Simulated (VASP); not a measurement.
# VASP 6.6.1, PBE single-point calculation, ZnS (strained zincblende)

INCAR

```
LWAVE = .FALSE.
LASPH = .TRUE.
NSW = 0
GGA = PE
ENCUT = 520
ISIF = 2
PREC = Accurate
SIGMA = 0.02
IBRION = -1
EDIFF = 1E-7
ISMEAR = -1
NELM = 120
LCHARG = .FALSE.
LREAL = .FALSE.
NBANDS = 16
```

KPOINTS

```
KPOINTS created by Atomic Simulation Environment
0
Gamma
8 8 8
0 0 0
```

KPOINTS_OPT

```
special points
6
Reciprocal
0.0000000000 0.0000000000 0.0000000000 1
-0.5000000000 -0.5000000000 0.0000000000 1
-0.3750000000 -0.3750000000 0.2500000000 1
-0.3750000000 0.0000000000 0.3750000000 1
0.0000000000 0.0000000000 0.5000000000 1
-0.5000000000 -0.2500000000 0.2500000000 1
```

POSCAR

```
Zn S
 1.0000000000000000
    -0.1131538066000000    2.6886954582000002    2.6886954582000002
     2.6886954582000002   -0.1131538066000000    2.6886954582000002
     2.6886954582000002    2.6886954582000002   -0.1131538066000000
 Zn  S
   1   1
Cartesian
 -0.0174340777185392 -0.0174340777185392 -0.0174340777185392
  1.3334933551685391  1.3334933551685391  1.3334933551685393
```

VASP ran with the recommended PBE PAW datasets (18 valence electrons in the cell).

Command

```
mpirun -np 1 vasp_std
```

From OUTCAR

```
k-points           NKPTS =     65   k-points in BZ     NKDIM =     65   number of bands    NBANDS=     16

   NELECT =      18.0000    total number of electrons

   dimension x,y,z NGX =    28 NGY =   28 NGZ =   28
   dimension x,y,z NGXF=    56 NGYF=   56 NGZF=   56

  energy-cutoff  :      520.00
  volume of cell :       41.33
      direct lattice vectors                 reciprocal lattice vectors
    -0.113153807  2.688695458  2.688695458    -0.174617742  0.182289395  0.182289395
     2.688695458 -0.113153807  2.688695458     0.182289395 -0.174617742  0.182289395
     2.688695458  2.688695458 -0.113153807     0.182289395  0.182289395 -0.174617742

 k-points in reciprocal lattice and weights: KPOINTS created by Atomic Simulation Env
   0.00000000  0.00000000  0.00000000       0.002
   0.12500000  0.00000000  0.00000000       0.012
   0.25000000  0.00000000  0.00000000       0.012
   0.37500000  0.00000000 -0.00000000       0.012
   0.50000000  0.00000000  0.00000000       0.006
   0.12500000  0.12500000  0.00000000       0.012
   0.25000000  0.12500000  0.00000000       0.023
   0.37500000  0.12500000  0.00000000       0.023
   ...

 E-fermi :   2.2341

 k-point     1 :       0.0000    0.0000    0.0000
  band No.  band energies     occupation
      1     -11.1347      2.00000
      2      -4.4837      2.00000
      3      -4.4837      2.00000
      4      -4.4628      2.00000
      5      -4.0371      2.00000
      6      -4.0371      2.00000
      7       1.6011      2.00000
      8       1.6011      2.00000
      9       1.8473      2.00000
     10       3.5468      0.00000
     11       7.8715      0.00000
     12       7.8715      0.00000
     13       8.7271      0.00000
     14      13.3252      0.00000
     15      13.4153      0.00000
     16      13.4153      0.00000

 k-point     2 :       0.1250    0.0000    0.0000
  band No.  band energies     occupation
      1     -11.0311      2.00000
      2      -4.4790      2.00000
      3      -4.4642      2.00000
      4      -4.4449      2.00000
      5      -4.0396      2.00000
      6      -4.0368      2.00000
      7       0.5231      2.00000
      8       1.4765      2.00000
      9       1.7023      2.00000
     10       4.3939      0.00000
     11       7.8738      0.00000
     12       8.1246      0.00000
     13       8.8490      0.00000
     14      12.7762      0.00000
     15      12.9627      0.00000
     16      14.1446      0.00000

 k-point     3 :       0.2500    0.0000    0.0000
  band No.  band energies     occupation
      1     -10.7618      2.00000
      2      -4.4353      2.00000
      3      -4.4204      2.00000
      4      -4.3977      2.00000
      5      -4.0404      2.00000
      6      -4.0301      2.00000
      7      -1.1115      2.00000
      8       1.2023      2.00000
      9       1.4190      2.00000
     10       5.0686      0.00000
     11       8.3638      0.00000
     12       8.5683      0.00000
     13       9.1308      0.00000
     14      12.4044      0.00000
     15      12.9631      0.00000
     16      13.9013      0.00000

 k-point     4 :       0.3750    0.0000   -0.0000
  band No.  band energies     occupation
      1     -10.4590      2.00000
      2      -4.3865      2.00000
      3      -4.3839      2.00000
      4      -4.2140      2.00000
      5      -4.0310      2.00000
      6      -4.0109      2.00000
      7      -2.5302      2.00000
      8       0.9559      2.00000
      9       1.1660      2.00000
     10       5.0924      0.00000
     11       8.6812      0.00000
     12       8.9194      0.00000
     13       9.7132      0.00000
     14      13.2445      0.00000
     15      13.4855      0.00000
     16      14.1318      0.00000

 k-point     5 :       0.5000    0.0000    0.0000
  band No.  band energies     occupation
      1     -10.3211      2.00000
      2      -4.3754      2.00000
      3      -4.3717      2.00000
      4      -4.0233      2.00000
      5      -4.0145      2.00000
      6      -3.8693      2.00000
      7      -3.3218      2.00000
      8       0.8598      2.00000
      9       1.0674      2.00000
     10       5.0398      0.00000
     11       8.6414      0.00000
     12       8.8834      0.00000
     13      10.2948      0.00000
     14      13.7306      0.00000
     15      14.4172      0.00000
     16      14.9792      0.00000

 k-point     6 :       0.1250    0.1250    0.0000
  band No.  band energies     occupation
      1     -10.9908      2.00000
      2      -4.4926      2.00000
      3      -4.4464      2.00000
      4      -4.4340      2.00000
      5      -4.0514      2.00000
      6      -4.0275      2.00000
      7       0.6003      2.00000
      8       1.2007      2.00000
      9       1.4426      2.00000
     10       4.7157      0.00000
     11       7.4133      0.00000
     12       8.5045      0.00000
     13       9.0124      0.00000
     14      11.7743      0.00000
     15      13.6075      0.00000
     16      14.5902      0.00000

 k-point     7 :       0.2500    0.1250    0.0000
  band No.  band energies     occupation
      1     -10.7713      2.00000
      2      -4.4807      2.00000
      3      -4.4003      2.00000
      4      -4.3885      2.00000
      5      -4.0587      2.00000
      6      -4.0175      2.00000
      7      -0.6677      2.00000
      8       0.9427      2.00000
      9       1.1477      2.00000
     10       5.5152      0.00000
     11       7.1936      0.00000
     12       8.9761      0.00000
     13       9.4867      0.00000
     14      11.3445      0.00000
     15      13.6644      0.00000
     16      15.1890      0.00000

 k-point     8 :       0.3750    0.1250    0.0000
  band No.  band energies     occupation
      1     -10.4745      2.00000
      2      -4.4126      2.00000
      3      -4.3586      2.00000
      4      -4.2887      2.00000
      5      -4.0382      2.00000
      6      -4.0022      2.00000
      7      -2.0731      2.00000
      8       0.6135      2.00000
      9       0.8911      2.00000
     10       5.7554      0.00000
     11       7.8030      0.00000
     12       9.1176      0.00000
     13       9.5478      0.00000
     14      12.3583      0.00000
     15      14.4129      0.00000
     16      14.7188      0.00000

 k-point     9 :       0.5000    0.1250    0.0000
  band No.  band energies     occupation
      1     -10.2792      2.00000
      2      -4.3754      2.00000
      3      -4.3445      2.00000
      4      -4.0899      2.00000
      5      -4.0111      2.00000
      6      -3.8806      2.00000
      7      -3.0852      2.00000
      8       0.3085      2.00000
      9       0.8307      2.00000
     10       5.7269      0.00000
     11       8.1327      0.00000
     12       9.3148      0.00000
     13      10.0148      0.00000
     14      13.3945      0.00000
     15      14.7163      0.00000
     16      14.9433      0.00000

 k-point    10 :      -0.3750    0.1250   -0.0000
  band No.  band energies     occupation
      1     -10.3333      2.00000
      2      -4.3733      2.00000
      3      -4.3552      2.00000
      4      -4.1067      2.00000
      5      -4.0241      2.00000
      6      -3.9828      2.00000
      7      -2.7917      2.00000
      8       0.1820      2.00000
      9       1.0018      2.00000
     10       5.7750      0.00000
     11       8.3244      0.00000
     12       9.1775      0.00000
     13       9.9656      0.00000
     14      13.4188      0.00000
     15      14.1812      0.00000
     16      14.9500      0.00000

 k-point    11 :      -0.2500    0.1250   -0.0000
  band No.  band energies     occupation
      1     -10.5929      2.00000
      2      -4.4042      2.00000
      3      -4.3845      2.00000
      4      -4.3461      2.00000
      5      -4.0447      2.00000
      6      -4.0176      2.00000
      7      -1.5976      2.00000
      8       0.3357      2.00000
      9       1.3120      2.00000
     10       5.7910      0.00000
     11       8.3910      0.00000
     12       8.8005      0.00000
     13       9.2169      0.00000
     14      12.2032      0.00000
     15      13.7501      0.00000
     16      14.9321      0.00000

 k-point    12 :      -0.1250    0.1250    0.0000
  band No.  band energies     occupation
      1     -10.8763      2.00000
      2      -4.4666      2.00000
      3      -4.4288      2.00000
      4      -4.4190      2.00000
      5      -4.0469      2.00000
      6      -4.0290      2.00000
      7      -0.3007      2.00000
      8       0.8513      2.00000
      9       1.5952      2.00000
     10       5.2354      0.00000
     11       7.7887      0.00000
     12       8.6564      0.00000
     13       8.9831      0.00000
     14      12.1169      0.00000
     15      13.0046      0.00000
     16      15.1285      0.00000

 ...

  Total       -0.3735771     -0.3735771     -0.3735771      0.4712143      0.4712143      0.4712143
  in kB      -14.4832443    -14.4832443    -14.4832443     18.2685500     18.2685500     18.2685500
  external PRESSURE =     -14.4832443 kB  Pullay stress =       0.0000000 kB

 POSITION                                       TOTAL-FORCE (eV/Angst)
 -----------------------------------------------------------------------------------
      5.24680      5.24680      5.24680        -0.011733     -0.011733     -0.011733
      1.33349      1.33349      1.33349         0.011733      0.011733      0.011733
 -----------------------------------------------------------------------------------
    total drift:                               -0.000191     -0.000191     -0.000190

  FREE ENERGIE OF THE ION-ELECTRON SYSTEM (eV)
  ---------------------------------------------------
  free  energy   TOTEN  =        -6.8189597106 eV

  energy  without entropy=       -6.8189597106  energy(sigma->0) =       -6.81895971
```

```yaml
gap_between_bands_v_and_c: 1.70 eV
least_direct_gap: 1.70 eV
pressure: -1.4 GPa
largest_force: 0.02 eV/Å
```

Band v is the last that the valence electrons fill when counted band by band, and c is the next.

The run took about 38 s on one core of a shared host (Intel Xeon Platinum 8488C) and held 0.2 GiB at most.
